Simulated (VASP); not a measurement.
# Cs (I4/mmm) in VASP: notebook

Aim: see how the results for Cs move with the level of theory and the settings. Levels: PBE, HSE06. Tasks: single point, atomic charges.

Everything below comes from runs of VASP 6.6.1. Logs are shortened: lines on timing, memory, paths and dates and some standing lists are left out, and cuts for length are marked.

## 1. The structure

The structure is tetragonal, space group I4/mmm (No. 139). The conventional cell has a = 5.500 Å, b = 5.500 Å, c = 8.194 Å, α = 90.00°, β = 90.00°, γ = 90.00°.

This isn't the form of Cs at room conditions, which is bcc.

## 2. Single point, PBE

File INCAR:

```
SYSTEM = Cs
ALGO = Normal ; EDIFF = 1E-7
ENCUT = 520 ; GGA = PE
ISIF = 2 ; ISMEAR = 0
LASPH = .TRUE. ; LCHARG = .TRUE.
LELF = .TRUE. ; LREAL = .FALSE.
LVHAR = .TRUE. ; LWAVE = .FALSE.
NELM = 100 ; PREC = Accurate
SIGMA = 0.02
```

File KPOINTS:

```
k-points
0
G
  7 7 7
  0 0 0
```

File POSCAR:

```
Cs
1.0
   -2.7500754600      2.7500754600      4.0972389800
    2.7500754600     -2.7500754600      4.0972389800
    2.7500754600      2.7500754600     -4.0972389800
Cs
1
Cartesian
    0.0000000000      0.0000000000      0.0000000000
```

Potentials or basis: VASP PAW PBE potentials, release 64 (Cs_sv).

Started as:

```bash
$ cat potpaw_PBE.64/Cs_sv/POTCAR > POTCAR
$ mpirun -np 1 vasp_std > vasp.out
```

OUTCAR:

```text
SYSTEM = Cs
   EDIFF = 1E-7
   ENCUT = 520
   GGA = PE
   ISIF = 2
   ISMEAR = 0
   LASPH = .TRUE.
   LREAL = .FALSE.
   NELM = 100
   PREC = Accurate

 ion  position               nearest neighbor table
   1  0.000  0.000  0.000-

  LATTYP: Found a body centered tetragonal cell.
 ALAT       =     5.5001509200
 C/A-ratio  =     1.4898642018

  Lattice vectors:

 A1 = (  -2.7500754600,   2.7500754600,   4.0972389800)
 A2 = (   2.7500754600,  -2.7500754600,   4.0972389800)
 A3 = (   2.7500754600,   2.7500754600,  -4.0972389800)

Analysis of symmetry for initial positions (statically):
=====================================================================
 Subroutine PRICEL returns:
 Original cell was already a primitive cell.

 Routine SETGRP: Setting up the symmetry group for a
 body centered tetragonal supercell.

 Subroutine GETGRP returns: Found 16 space group operations
 (whereof 16 operations were pure point group operations)
 out of a pool of 16 trial point group operations.

The static configuration has the point symmetry D_4h.

Analysis of symmetry for dynamics (positions and initial velocities):
=====================================================================
 Subroutine PRICEL returns:
 Original cell was already a primitive cell.

 Routine SETGRP: Setting up the symmetry group for a
 body centered tetragonal supercell.

 Subroutine GETGRP returns: Found 16 space group operations
 (whereof 16 operations were pure point group operations)
 out of a pool of 16 trial point group operations.

The dynamic configuration has the point symmetry D_4h.

 Subroutine INISYM returns: Found 16 space group operations
 (whereof 16 operations are pure point group operations),
 and found     1 'primitive' translations

----------------------------------------------------------------------------------------

                                     Primitive cell

  volume of cell :     123.9483

  direct lattice vectors                    reciprocal lattice vectors
    -2.750075460  2.750075460  4.097238980     0.000000000  0.181813193  0.122033399
     2.750075460 -2.750075460  4.097238980     0.181813193  0.000000000  0.122033399
     2.750075460  2.750075460 -4.097238980     0.181813193  0.181813193  0.000000000

  length of vectors
     5.649176695  5.649176695  5.649176695     0.218970746  0.218970746  0.257122683

  position of ions in fractional coordinates (direct lattice)
     0.000000000  0.000000000  0.000000000

  ion indices of the primitive-cell ions
   primitive index   ion index
                 1           1

----------------------------------------------------------------------------------------

 KPOINTS: k-points

Automatic generation of k-mesh.
 Grid dimensions read from file:
 generate k-points for:    7    7    7

 Generating k-lattice:

  Cartesian coordinates                     Fractional coordinates (reciprocal lattice)
     0.000000000  0.025973313  0.017433343     0.142857143  0.000000000  0.000000000
     0.025973313  0.000000000  0.017433343     0.000000000  0.142857143  0.000000000
     0.025973313  0.025973313  0.000000000     0.000000000  0.000000000  0.142857143

  Length of vectors
     0.031281535  0.031281535  0.036731812

  Shift w.r.t. Gamma in fractional coordinates (k-lattice)
     0.000000000  0.000000000  0.000000000

 Subroutine IBZKPT returns following result:
 ===========================================

 Found     40 irreducible k-points:

 Following reciprocal coordinates:
            Coordinates               Weight
  0.000000  0.000000  0.000000      1.000000
  0.142857 -0.000000  0.000000      8.000000
  0.285714 -0.000000  0.000000      8.000000
  0.428571 -0.000000  0.000000      8.000000
  0.142857  0.142857  0.000000      8.000000
  0.285714  0.142857  0.000000     16.000000
[... 16 lines left out ...]
 -0.142857  0.285714  0.142857      8.000000
 -0.428571  0.428571  0.142857      8.000000
 [... further k-points ...]
   k-points           NKPTS =     40   k-points in BZ     NKDIM =     40   number of bands    NBANDS=      8
   number of dos      NEDOS =    301   number of ions     NIONS =      1
   total plane-waves  NPLWV =  74088
   dimension x,y,z NGX =    42 NGY =   42 NGZ =   42
   dimension x,y,z NGXF=    84 NGYF=   84 NGZF=   84
   ions per type =               1
   NGX,Y,Z   is equivalent  to a cutoff of  12.36, 12.36, 12.36 a.u.
   NGXF,Y,Z  is equivalent  to a cutoff of  24.72, 24.72, 24.72 a.u.
 SYSTEM =  Cs
   PREC   = accura    normal or accurate (medium, high low for compatibility)
   ISTART =      0    job   : 0-new  1-cont  2-samecut
   ICHARG =      2    charge: 1-file 2-atom 10-const
   ISPIN  =      1    spin polarized calculation?
   LNONCOLLINEAR =      F non collinear calculations
   LSORBIT =      F    spin-orbit coupling
   LASPH  =      T    aspherical Exc in radial PAW
   ENCUT  =  520.0 eV  38.22 Ry    6.18 a.u.  10.50 10.50 10.50*2*pi/ulx,y,z
   NELM   =    100;   NELMIN=  2; NELMDL= -5     # of ELM steps
   EDIFF  = 0.1E-06   stopping-criterion for ELM
   LREAL  =      F    real-space projection
   EDIFFG = 0.1E-05   stopping-criterion for IOM
   NSW    =      0    number of steps for IOM
   IBRION =     -1    ionic relax: 0-MD 1-quasi-New 2-CG
   NFREE  =      0    steps in history (QN), initial steepest desc. (CG)
   ISIF   =      2    stress and relaxation
   ISYM   =      2    0-nonsym 1-usesym 2-fastsym
   POTIM  = 0.5000    time-step for ionic-motion
   TEBEG  =    0.0;   TEEND  =   0.0 temperature during run
   PSTRESS=    0.0 pullay stress
   NELECT =       9.0000    total number of electrons
   NUPDOWN=      -1.0000    fix difference up-down
   EMIN   =  10.00;   EMAX   =-10.00  energy-range for DOS
   EFERMI =   0.00;   METHOD = LEGACY
   ISMEAR =     0;   SIGMA  =   0.02  broadening in eV -4-tet -1-fermi 0-gaus
   EFERMI_NEDOS =   21; number of points for ismear=-14 and -15
   IALGO  =     38    algorithm
   IMIX   =      4    mixing-type and parameters
     AMIX     =   0.40;   BMIX     =  1.00
     AMIX_MAG =   1.60;   BMIX_MAG =  1.00
  volume/ion in A,a.u.               =     123.95       836.44
  Fermi-wavevector in a.u.,A,eV,Ry     =   0.682981  1.290648  6.346621  0.466463
  Thomas-Fermi vector in A             =   1.762213
   LORBIT       =      0    0 simple, 1 ext, 2 COOP (PROOUT), +10 PAW based schemes
   GGA     = PE    functional components
   LHFCALC =     F    Hartree Fock is set to
   AEXX    =    0.0000 exact exchange contribution
   IVDW    =     0    specifies the selected vdW correction
   LEPSILON=     F    determine dielectric tensor
   LRPA    =     F    only Hartree local field effects (RPA)
 non-spin polarized calculation
 Gauss-broadening in eV      SIGMA  =   0.02
  energy-cutoff  :      520.00
  volume of cell :      123.95
 maximum number of plane-waves:      3360
 NGX is ok and might be reduce to    42
   NGX = 21   NGY = 21   NGZ = 21

 number of electron       9.0000001 magnetization

 Free energy of the ion-electron system (eV)
  ---------------------------------------------------
  ext. energy  EPLUGINS =         0.00000000
  ---------------------------------------------------
  free energy    TOTEN  =        -0.85605401 eV

  energy without entropy =       -0.85596042  energy(sigma->0) =       -0.85600722

 E-fermi :   0.3822     XC(G=0):  -5.2227

 val. band max:        0.3503267887   @ k =  -0.4286  -0.4286   0.4286
 cond. band min:       0.4040115436   @ k =   0.2857   0.2857   0.0000
 fundamental gap:      0.0536847550
 Fermi energy:         0.3822178138

 k-point     1 :       0.0000    0.0000    0.0000
  band No.  band energies     occupation
      1     -23.6279      2.00000
      2     -10.3829      2.00000
      3     -10.3810      2.00000
      4     -10.3810      2.00000
      5      -1.3295      2.00000
      6       2.5768      0.00000
      7       2.7392      0.00000
      8       2.7392      0.00000

 k-point     2 :       0.1429   -0.0000    0.0000
  band No.  band energies     occupation
      1     -23.6271      2.00000
      2     -10.4017      2.00000
      3     -10.3858      2.00000
      4     -10.3830      2.00000
      5      -1.1336      2.00000
      6       2.3302      0.00000
      7       2.6976      0.00000
      8       2.8264      0.00000

 k-point     3 :       0.2857   -0.0000    0.0000
  band No.  band energies     occupation
      1     -23.6253      2.00000
      2     -10.4463      2.00000
      3     -10.3935      2.00000
      4     -10.3874      2.00000
      5      -0.5974      2.00000
      6       1.7255      0.00000
      7       2.6161      0.00000
      8       2.8291      0.00000

 k-point     4 :       0.4286   -0.0000    0.0000
  band No.  band energies     occupation
      1     -23.6239      2.00000
      2     -10.4812      2.00000
      3     -10.3996      2.00000
      4     -10.3910      2.00000
      5       0.0870      2.00000
      6       1.1319      0.00000
      7       2.4582      0.00000
      8       2.6819      0.00000

 k-point     5 :       0.1429    0.1429    0.0000
  band No.  band energies     occupation
      1     -23.6260      2.00000
      2     -10.4211      2.00000
      3     -10.3970      2.00000
      4     -10.3873      2.00000
      5      -0.8300      2.00000
      6       2.0480      0.00000
      7       2.5698      0.00000
      8       2.9406      0.00000
[... 177 lines left out ...]
 k-point    22 :      -0.2857    0.2857    0.1429
  band No.  band energies     occupation
      1     -23.6239      2.00000
      2     -10.4575      2.00000
      3     -10.4135      2.00000
      4     -10.3985      2.00000
      5      -0.1139      2.00000
      6       1.5923      0.00000
      7       2.0324      0.00000
      8       3.0455      0.00000

 k-point    23 :      -0.1429    0.2857    0.1429
  band No.  band energies     occupation
      1     -23.6242      2.00000
      2     -10.4623      2.00000
      3     -10.4092      2.00000
      4     -10.3886      2.00000
      5      -0.1851      2.00000
      6       1.5086      0.00000
      7       2.2050      0.00000
      8       2.8982      0.00000

 k-point    24 :      -0.4286    0.4286    0.1429
  band No.  band energies     occupation
      1     -23.6223      2.00000
      2     -10.4681      2.00000
      3     -10.4268      2.00000
      4     -10.4224      2.00000
      5       0.7016      0.00000
      6       1.3543      0.00000
      7       1.6306      0.00000
      8       2.9143      0.00000

 [... further k-points ...]

------------------------ aborting loop because EDIFF is reached ----------------------------------------

  FORCE on cell =-STRESS in cart. coord.  units (eV):
  Direction    XX          YY          ZZ          XY          YZ          ZX
  --------------------------------------------------------------------------------------
  -------------------------------------------------------------------------------------
  Total       -0.0763014     -0.0763014     -0.1204385      0.0000000      0.0000000      0.0000000
  in kB       -0.9862859     -0.9862859     -1.5568099      0.0000000      0.0000000      0.0000000
  external PRESSURE =      -1.1764605 kB  Pullay stress =       0.0000000 kB

 VOLUME and BASIS-vectors are now :
 -----------------------------------------------------------------------------
  energy-cutoff  :      520.00
  volume of cell :      123.95
      direct lattice vectors                 reciprocal lattice vectors
    -2.750075460  2.750075460  4.097238980     0.000000000  0.181813193  0.122033399
     2.750075460 -2.750075460  4.097238980     0.181813193  0.000000000  0.122033399
     2.750075460  2.750075460 -4.097238980     0.181813193  0.181813193  0.000000000

 POSITION                                       TOTAL-FORCE (eV/Angst)
 -----------------------------------------------------------------------------------
      0.00000      0.00000      0.00000        -0.000000      0.000000      0.000000
 -----------------------------------------------------------------------------------
    total drift:                               -0.000000      0.000000      0.000000

  FREE ENERGIE OF THE ION-ELECTRON SYSTEM (eV)
  ---------------------------------------------------
  free  energy   TOTEN  =        -0.8560540100 eV

  energy  without entropy=       -0.8559604230  energy(sigma->0) =       -0.85600722
```

Wall time 26 s (1 thread of Intel Xeon Platinum 8488C (Sapphire Rapids), shared host); peak memory 0.25 GiB.

What came out:

```
Free energy            : -0.8561 eV
Pressure               : -0.1 GPa
Band gap on the k mesh : none (metal or under the smearing width)
```

The run has no spin-orbit coupling, so splittings on Cs are missing.

## 3. Single point, PBE

File run.py:

```python
from ase.calculators.vasp import Vasp
from ase.dft.bandgap import bandgap
from ase.io import read

atoms = read('Cs.cif', primitive_cell=True, subtrans_included=False)
calc = Vasp(
    directory='calc',
    xc='pbe',
    pp='PBE',
    setups='materialsproject',
    prec='Accurate',
    encut=520,
    ediff=1e-06,
    ismear=0,
    sigma=0.02,
    lreal=False,
    lasph=True,
    nelm=80,
    algo='Fast',
    isif=2,
    lwave=False,
    lcharg=True,
    lelf=True,
    lvhar=True,
    kpts=[7, 7, 7],
    gamma=True,
    nbands=10,
)
atoms.calc = calc

print('energy (eV):', atoms.get_potential_energy())
print('free energy (eV):', atoms.get_potential_energy(force_consistent=True))
print('forces (eV/A):')
print(atoms.get_forces())
print('stress (eV/A^3, Voigt):', atoms.get_stress())
print('Fermi level (eV):', calc.get_fermi_level())
gap, top, bottom = bandgap(calc)
print('band gap (eV):', gap, 'from (spin, k, band)', top, 'to', bottom)
```

File Cs.cif:

```cif
data_Cs
_cell_length_a 5.50015092
_cell_length_b 5.50015092
_cell_length_c 8.19447796
_cell_angle_alpha 90.00000000
_cell_angle_beta 90.00000000
_cell_angle_gamma 90.00000000
_space_group_name_H-M_alt 'I4/mmm'
_space_group_name_Hall '-I 4 2'
_space_group_IT_number 139
loop_
_space_group_symop_operation_xyz
'x,y,z'
'-x,-y,-z'
'-y,x,z'
'y,-x,-z'
'-x,-y,z'
'x,y,-z'
'y,-x,z'
'-y,x,-z'
'x,-y,-z'
'-x,y,z'
'-y,-x,-z'
'y,x,z'
'-x,y,-z'
'x,-y,z'
'y,x,-z'
'-y,-x,z'
'x+1/2,y+1/2,z+1/2'
'-x+1/2,-y+1/2,-z+1/2'
'-y+1/2,x+1/2,z+1/2'
'y+1/2,-x+1/2,-z+1/2'
'-x+1/2,-y+1/2,z+1/2'
'x+1/2,y+1/2,-z+1/2'
'y+1/2,-x+1/2,z+1/2'
'-y+1/2,x+1/2,-z+1/2'
'x+1/2,-y+1/2,-z+1/2'
'-x+1/2,y+1/2,z+1/2'
'-y+1/2,-x+1/2,-z+1/2'
'y+1/2,x+1/2,z+1/2'
'-x+1/2,y+1/2,-z+1/2'
'x+1/2,-y+1/2,z+1/2'
'y+1/2,x+1/2,-z+1/2'
'-y+1/2,-x+1/2,z+1/2'
loop_
_atom_site_label
_atom_site_type_symbol
_atom_site_symmetry_multiplicity
_atom_site_Wyckoff_symbol
_atom_site_fract_x
_atom_site_fract_y
_atom_site_fract_z
_atom_site_occupancy
Cs1 Cs 2 a 0.0000000000 0.0000000000 0.0000000000 1
```

Potentials or basis: VASP PAW PBE potentials, release 64 (Cs_sv).

Started as:

```bash
$ python run.py
```

The log of the run:

```text
energy (eV): -0.85600683
free energy (eV): -0.85605365
forces (eV/A):
[[-0. -0.  0.]]
stress (eV/A^3, Voigt): [ 0.00062603  0.00062603  0.00098214 -0.         -0.         -0.        ]
Fermi level (eV): 0.38216982
band gap (eV): 0.0 from (spin, k, band) (None, None, None) to (None, None, None)
```

OUTCAR:

```text
ENCUT = 520.000000
   EDIFF = 1.00e-06
   GGA = PE
   PREC = Accurate
   ISIF = 2
   ISMEAR = 0
   NELM = 80
   LASPH = .TRUE.
   LREAL = .FALSE.

 ion  position               nearest neighbor table
   1  0.000  0.000  0.000-

  LATTYP: Found a body centered tetragonal cell.
 ALAT       =     5.5001509200
[... 510 lines left out ...]
  Total       -0.0775950     -0.0775950     -0.1217343      0.0000000     -0.0000000      0.0000000
  in kB       -1.0030063     -1.0030063     -1.5735584      0.0000000     -0.0000000      0.0000000
  external PRESSURE =      -1.1931903 kB  Pullay stress =       0.0000000 kB

 VOLUME and BASIS-vectors are now :
 -----------------------------------------------------------------------------
  energy-cutoff  :      520.00
  volume of cell :      123.95
      direct lattice vectors                 reciprocal lattice vectors
    -2.750075460  2.750075460  4.097238980     0.000000000  0.181813193  0.122033399
     2.750075460 -2.750075460  4.097238980     0.181813193  0.000000000  0.122033399
     2.750075460  2.750075460 -4.097238980     0.181813193  0.181813193  0.000000000

 POSITION                                       TOTAL-FORCE (eV/Angst)
 -----------------------------------------------------------------------------------
      0.00000      0.00000      0.00000        -0.000000     -0.000000      0.000000
 -----------------------------------------------------------------------------------
    total drift:                               -0.000000      0.000000      0.000000

  FREE ENERGIE OF THE ION-ELECTRON SYSTEM (eV)
  ---------------------------------------------------
  free  energy   TOTEN  =        -0.8560536544 eV

  energy  without entropy=       -0.8559600117  energy(sigma->0) =       -0.85600683
```

INCAR:

```text
ENCUT = 520.000000
SIGMA = 0.020000
EDIFF = 1.00e-06
ALGO = Fast
GGA = PE
PREC = Accurate
ISIF = 2
ISMEAR = 0
NBANDS = 10
NELM = 80
LASPH = .TRUE.
LCHARG = .TRUE.
LELF = .TRUE.
LVHAR = .TRUE.
LWAVE = .FALSE.
LREAL = .FALSE.
```

It took 33 s on 1 thread of Intel Xeon Platinum 8488C (Sapphire Rapids), shared host; peak memory 0.26 GiB.

What came out:

| Property | Result |
| --- | --- |
| Free energy | -0.8561 eV |
| Pressure | -0.1 GPa |
| Band gap on the k mesh | none (metal or under the smearing width) |

## 4. Atomic charges, HSE06 (volume scaled by 0.88)

File POSCAR:

```
Cs
1.0
   -2.6353532335      2.6353532335      3.9263184416
    2.6353532335     -2.6353532335      3.9263184416
    2.6353532335      2.6353532335     -3.9263184416
Cs
1
Cartesian
    0.0000000000      0.0000000000      0.0000000000
```

File INCAR.step1:

```
SYSTEM = Cs
PREC = Accurate
ENCUT = 520
EDIFF = 1E-5
ISMEAR = 1
SIGMA = 0.2
LREAL = .False.
LASPH = .True.
NELM = 60
ALGO = Normal
ISIF = 2
LWAVE = .True.
LCHARG = .False.
GGA = PE
```

File INCAR.step2:

```
SYSTEM = Cs
PREC = Accurate
ENCUT = 520
EDIFF = 1E-6
ISMEAR = 1
SIGMA = 0.2
LREAL = .False.
LASPH = .True.
NELM = 60
ALGO = Normal
ISIF = 2
LWAVE = .False.
LCHARG = .False.
GGA = PE
LHFCALC = .True.
HFSCREEN = 0.2
PRECFOCK = Fast
LORBIT = 10
ISTART = 1
```

File KPOINTS:

```
Automatic mesh
0
Gamma
  4 4 4
  0 0 0
```

Started as:

```bash
$ cat potpaw_PBE.64/Cs_sv/POTCAR > POTCAR
$ cp INCAR.step1 INCAR
$ mpirun -np 1 vasp_std > vasp.out
$ cp INCAR.step2 INCAR
$ mpirun -np 1 vasp_std > vasp.out
```

It took 81 s on 1 thread of Intel Xeon Platinum 8488C (Sapphire Rapids), shared host; peak memory 0.33 GiB.

Results (log left out):

* Free energy: -0.8822 eV
* Pressure: 0.3 GPa
* Band gap on the k mesh: none (metal or under the smearing width)
* Valence electrons inside the program's atomic spheres: Cs 6.88

Levels at points of the mesh, in eV from the Fermi level:
```
           k point  band 1  band 2  band 3  band 4  band 5  band 6  band 7  band 8
(0.00, 0.00, 0.00)  -26.09  -11.80  -11.80  -11.80   -2.12    2.63    2.82    2.82
(0.50, 0.00, 0.00)  -26.08  -11.97  -11.83  -11.82   -0.09    0.74    2.45    2.72
(0.50, 0.50, 0.00)  -26.07  -11.96  -11.88  -11.86    0.31    1.12    1.62    4.16
(0.50, 0.50, 0.50)  -26.08  -11.96  -11.85  -11.85    0.19    1.23    1.29    4.51
```

Caveat: the k mesh is coarse (spacing up to 0.42 Å⁻¹), so the values aren't converged, least of all with exact exchange; the PAW data sets were made with another functional, which shifts forces and pressure a little. The run has no spin-orbit coupling, so splittings on Cs are missing.

[end of part 1 of 2]
